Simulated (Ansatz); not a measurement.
The system is Zr.

```
Zr
1.0
     3.23200    0.00000    0.00000
    -1.61600    2.79899    0.00000
     0.00000    0.00000    5.14700
Zr
2
Direct
  0.66667 0.33333 0.75000
  0.33333 0.66667 0.25000
```

- Program: Ansatz 0.2.0
- Task: relaxation of cell and atoms
- Functional: revPBE
- Potentials or basis: all-electron LAPW, scalar-relativistic
- Basis error allowed: 0.001 eV/atom
- k mesh: 9 × 9 × 5
- Occupations: fermi-dirac, width 0.05 eV
- Spin: no spin polarisation

At the start: volume 23.28 Å³/atom.

Task: Where does the relaxation end?

Result: Over 4 steps the energy falls by 3.6 meV/atom and the volume is 23.80 Å³/atom (+2.2 %); space group P6_3/mmc (No. 194, to 0.05 Å).

The path:
| step | energy change (eV) | largest force (eV/Å) | volume (Å³) |
| --- | --- | --- | --- |
| 1 | 0.0000 | 0.0000 | 46.56 |
| 2 | -0.0072 | 0.0000 | 47.55 |
| 3 | -0.0073 | 0.0000 | 47.60 |
| 4 | -0.0073 | 0.0000 | 47.60 |

Final structure:
```cif
data_structure
_symmetry_space_group_name_H-M 'P 1'
_symmetry_Int_Tables_number 1
_cell_length_a 3.2490
_cell_length_b 3.2490
_cell_length_c 5.2065
_cell_angle_alpha 90.000
_cell_angle_beta 90.000
_cell_angle_gamma 120.000
_cell_volume 47.60
loop_
_atom_site_label
_atom_site_type_symbol
_atom_site_fract_x
_atom_site_fract_y
_atom_site_fract_z
_atom_site_occupancy
Zr1 Zr 0.66667 0.33333 0.75000 1
Zr2 Zr 0.33333 0.66667 0.25000 1
```
